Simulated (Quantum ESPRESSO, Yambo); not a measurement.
# Quasiparticle gap of GaAs (F-43m) in Yambo, part 3 of 3

Wanted: ground state, empty states, screening and self-energy for GaAs (F-43m).

Quantum ESPRESSO 7.5 and Yambo 5.3.0; PBE and many-body steps on it, plane waves. Known limits of the many-body steps: not at the basis limit; no spin-orbit coupling; coarse k mesh.

So far. Step 3 (Bands along the symmetry lines): The gap is 0.518 eV, as in the run before at this level. Step 4 (Empty states on the mesh, 4×4×4 mesh, 88 bands): On this mesh the gap is 0.518 eV.

## (6) Screening and self-energy, 4×4×4 mesh, 88 bands, screening to 129.3 eV

Now the one-shot GW correction: screening in the RPA, then the self-energy of the levels asked for.

This step: G0W0 on PBE, plane waves, norm-conserving pseudopotentials.

Input file gw1.in:

```
HF_and_locXC
gw0
dyson
ppa
em1d
rim_cut
RandQpts= 1000000
RandGvec= 1 RL
EXXRLvcs= 104 Ry
VXCRLvcs= 416 Ry
Chimod= "HARTREE"
% BndsRnXp
 1 | 88 |
%
NGsBlkXp= 9.5 Ry
% LongDrXp
 1 | 1 | 1 |
%
% GbndRnge
 1 | 88 |
%
DysSolver= "n"
ExtendOut
PPAPntXp= 27.21138 eV
% QPkrange
 1 | 1 | 21 | 24 |
%
```

Launch:

```bash
> OMP_NUM_THREADS=1 mpirun -n 8 yambo -F gw1.in -J gw1 -C gw1 > gw1.log
```

The log of the run:

```text
 Yambo, version 5.3.0

 [02] CORE Variables Setup
 =========================

  [... cell, symmetries and grids as in the set-up ...]

  [02.05] Energies & Occupations
  ==============================

  [X] === General ===
  [X] Electronic Temperature                        :  0.000000  0.000000 [eV K]
  [X] Bosonic    Temperature                        :  0.000000  0.000000 [eV K]
  [X] Finite Temperature mode                       : no
  [X] El. density                                   :  0.97390E+24 [cm-3]
  [X] Fermi Level                                   :  9.827510 [eV]

  [X] === Gaps and Widths ===
  [X] Conduction Band Min                           :  0.518058 [eV]
  [X] Valence Band Max                              :  0.000000 [eV]
  [X] Filled Bands                                  :  22
  [X] Empty Bands                                   :   23   88
  [X] Direct Gap                                    :  0.518058 [eV]
  [X] Direct Gap localized at k                     :  1
  [X] Indirect Gap                                  :  0.518058 [eV]
  [X] Indirect Gap between kpts                     :  1  1
  [X] Last valence band width                       :  3.339194 [eV]
  [X] 1st conduction band width                     :  4.106600 [eV]

 [03] Transferred momenta grid and indexing
 ==========================================

 IBZ Q-points                                      :   8
 BZ  Q-points                                      :   64

 K/Q-points units:
 rlu = crystal or reduced units; cc = cartesian coordinates; iku = interal k-units

 Q [1]          [rlu]:  0.000000  0.000000  0.000000
 Q [2]          [rlu]: -0.91587E-18 -0.91587E-18  0.25000
 Q [3]          [rlu]:  0.18317E-17  0.18317E-17 -0.50000
 Q [4]          [rlu]:  0.26116E-17  0.25000      0.25000
 Q [5]          [rlu]:  0.71282E-16  0.25000      0.50000
 Q [6]          [rlu]:  0.18317E-17  0.25000     -0.25000
 Q [7]          [rlu]: -0.52231E-17 -0.50000     -0.50000
 Q [8]          [rlu]:  0.250000 -0.500000 -0.250000

 [04] Coloumb potential Random Integration (RIM)
 ===============================================

  [04.01] RIM initialization
  ==========================

  * Diagonal components only detected *

  8 x (sBL volume)        :  0.101699 [a.u.]
  sBZ random points       :  1000000
  Points outside the sBZ  :   7987327
  RL volume               :  0.813588 [a.u.]
  Integrated volume       :  0.814879 [a.u.]

  [04.02] RIM integrals
  =====================

  Gamma point sphere radius             :  0.084669 [a.u.]
  Points outside the sphere             :   799513
  [Int_sBZ(q=0) 1/q^2]*(Vol_sBZ)^(-1/3) =:  7.764325
                                 should be <:  7.795600

  Summary of Coulomb integrals for non-metallic bands |Q|[au] RIM/Bare

  Q [1] 0.100000E-4 0.995988 * Q [2] 0.254653 1.066317
  Q [4] 0.294048 1.065091 * Q [6] 0.415847 1.027759
  Q [5] 0.487623 1.020584 * Q [3] 0.509306 1.018268
  Q [7] 0.588096 1.014689 * Q [8] 0.657511 1.011648

 [05] Dipoles
 ============

  [05.01] Setup: observables and procedures
  =========================================

 [06] Dynamic Dielectric Matrix (PPA)
 ====================================

 [SLK-Inversion]  Pools        :  2
 [SLK-Inversion]  BLACS grid   :  2  2

 [WR./gw1//ndb.pp]---------------------------------------------------------------
  Brillouin Zone Q/K grids (IBZ/BZ)                :    8   64    8   64
  RL vectors                                       :   6567 [WF]
  Coulomb cutoff potential                         : none
  Electronic Temperature                           :  0.000000 [K]
  Bosonic    Temperature                           :  0.000000 [K]
  PPA    diel. fun.  energies                      : Perdew, Burke & Ernzerhof(X)+Perdew, Burke & Ernzerhof(C)
  wavefunctions                                    : Perdew, Burke & Ernzerhof(X)+Perdew, Burke & Ernzerhof(C)
  Global Gauge                                     : length
  X matrix size                                    :  181
  X band range                                     :    1   88
  X e/h energy range                               : -1.000000 -1.000000 [eV]
  X Time ordering                                  : R
  X Hxc Kernel                                     : HARTREE
  X Drude frequency                                :  0.000000  0.000000
  X poles                                          :  100.0000 [o/o]
  RL vectors in the sum                            :   6567
  [r,Vnl] included                                 : yes
  Field direction                                  :  0.577350E-5  0.577350E-5  0.577350E-5
  BZ energy Double Grid                            : no
  BZ energy DbGd points                            : 0
  BZ Q point size factor                           : -1.000000
  X Optical Averaged directions                    : none

 [07] Local Exchange-Correlation + Non-Local Fock
 ================================================

 [VXC] Plane waves :   43655
 [EXS] Plane waves :   5601

 QP @ state[ 1 ] K range:  1  1
 QP @ state[ 1 ] b range:  21  24

 [xc] Functional : Perdew, Burke & Ernzerhof(X)+Perdew, Burke & Ernzerhof(C)
 [xc] LIBXC used to calculate xc functional
  PP Number of Atomic Species                      :  2
  NLCC RL compoments                               :   43655
  PP Number of Atomic Species                      :  2
  NLCC RL compoments                               :   43655

 [xc] E_xc :  -45.46122 [Ha]
      E_xc :  -90.92243 [Ry]

  Local XC kind (lXC) : Perdew, Burke & Ernzerhof(X)+Perdew, Burke & Ernzerhof(C)
  Non-Local XC kind (nlXC) : Hartree-Fock

  Corrections @ K [1] :  [eV]
 <21|nlXC|21> = -15.93717  0.72104E-18 <21|lXC|21> = -14.36258  0.000000
 <22|nlXC|22> = -15.93725  0.13923E-16 <22|lXC|22> = -14.36256  0.000000
 <23|nlXC|23> = -10.69833 -0.27267E-17 <23|lXC|23> = -14.69849  0.000000
 <24|nlXC|24> = -7.088695 -0.23355E-17 <24|lXC|24> = -11.53166  0.000000

 [08] Dyson equation: Newton solver
 ==================================

  [08.01] G0W0 (W PPA)
  ====================

  [  GW  ] Bands range     :    1   88
  [GW/PPA] G damping       :  0.100000 [eV]

  QP @ state[ 1 ] K range:  1  1
  QP @ state[ 1 ] b range:  21  24

   Sc/G bands                                       :    1   88
   Sc/G damping                                     :  0.100000 ev
   Sc bands terminator                              : no
   Sx RL components                                 :   5601

   QP @ state[ 1 ] K range                          :  1  1
   QP @ state[ 1 ] b range                          :  21  24
   GF energies kind                                 : Perdew, Burke & Ernzerhof(X)+Perdew, Burke & Ernzerhof(C)
   GF WF`s kind                                     : Perdew, Burke & Ernzerhof(X)+Perdew, Burke & Ernzerhof(C)
   Xs energies kind                                 : Perdew, Burke & Ernzerhof(X)+Perdew, Burke & Ernzerhof(C)
   Xs WF`s kind                                     : Perdew, Burke & Ernzerhof(X)+Perdew, Burke & Ernzerhof(C)

 [11] Game Over & Game summary
```

The job ended after 53 s (8 MPI ranks of AMD EPYC 7R43, shared host; peak memory 4.3 GiB; 6.9 min of CPU time).

This step gave:

```
G0W0 gap on the points computed              : 1.195 eV
starting gap on the mesh                     : 0.5181 eV
k of the valence top                         : 0, 0, 0
k of the conduction bottom                   : 0, 0, 0
least direct G0W0 gap on the computed points : 1.195 eV
Z at the valence top                         : 0.7950
Z at the conduction bottom                   : 0.7986
```

The gap on the mesh goes from 0.52 eV to 1.20 eV, a correction of +0.68 eV.

Limits: finite bands, cutoff and mesh; no spin-orbit coupling; coarse k mesh. v1 is the top filled band, c1 the lowest empty one. Levels before and after the correction, in eV, zero at the valence-band top of each column:

```csv
,conduction bottom,valence top
Kohn-Sham,0.52,0.00
G0W0,1.20,0.00
```

```
             level  energy (eV)
Kohn-Sham  Γ v2-v1        0.000
Kohn-Sham     Γ c1        0.518
Kohn-Sham     Γ c2        3.737
     G0W0  Γ v2-v1        0.000
     G0W0     Γ c1        1.195
     G0W0     Γ c2        4.276
```

## (7) Where the time went

Times are wall times on the hardware named with each run, good to a factor of about two.

```csv
step,time,share,memory (GiB)
ground state,5.9 s,8 %,0.65
bands along the symmetry lines,4 s,6 %,0.61
empty states on the mesh,3.9 s,5 %,0.61
conversion and set-up,4 s,6 %,0.25
screening and self-energy,53 s,75 %,4.3
```

## (8) Results

```
PBE gap              : 0.52 eV, direct
G0W0 gap on the mesh : 1.20 eV
GW settings          : 4×4×4 mesh, 88 bands, screening to 129.3 eV, Godby-Needs plasmon pole
known limits         : not at the basis limit; no spin-orbit coupling; coarse k mesh
```

What this shows: G0W0 moves the gap on the mesh from 0.52 eV to 1.20 eV (+0.68 eV), with Z of 0.80 and 0.80 at the edges. Only 1 of the mesh's irreducible points was corrected, so a valley elsewhere could overtake. The dearest step here is «screening and self-energy». Against experiment, by G0W0@PBE: the direct gap of 1.20 eV lies −0.31 eV from the measured 1.51 eV (exciton, 77 K, 2020); the direct gap of 1.20 eV lies −0.22 eV from the measured 1.42 eV (exciton, 300 K, 2014); the direct gap of 1.20 eV lies −0.22 eV from the measured 1.412 ± 0.01 eV (direct, 300 K, 2008); the direct gap of 1.20 eV lies −0.22 eV from the measured 1.418 ± 0.005 eV (direct, 300 K, 2008). An exciton line or allowed optical edge lies below the quasiparticle gap by the binding energy; a forbidden edge can push the onset above it. The calculation has static nuclei and no excitons; a measured gap holds zero-point and thermal motion, which mostly lowers it. Bands and cutoff are finite, so the gap is not at the basis limit. The miss can reach some tenths of an eV and take either sign; the mesh is an error of its own. In the G0W0 run levels were corrected at 1 k point alone, so a gap called «on the mesh» is the least over those, and an edge elsewhere would be missed. The 4×4×4 mesh is coarse for this cell, which bears on the long-range parts of exchange and screening. The many-body steps are scalar-relativistic: spin-orbit coupling is not in them.

[Paths, hosts, dates, memory and timing lines, banners, echoed tables and standing remarks are left out of the program output.]

[Logs are printed without paths, hosts, clocks, repeated set-up lines and the standing remarks that a program may print on its own settings, such as how far it seeks lower states.]

[Runs of the session that timed out or met a known fault of the program may be left out.]

[Hosts, paths, dates, database ids (printed as entryN), source tags and the programs' standing remarks are cut or masked in the printed files.]
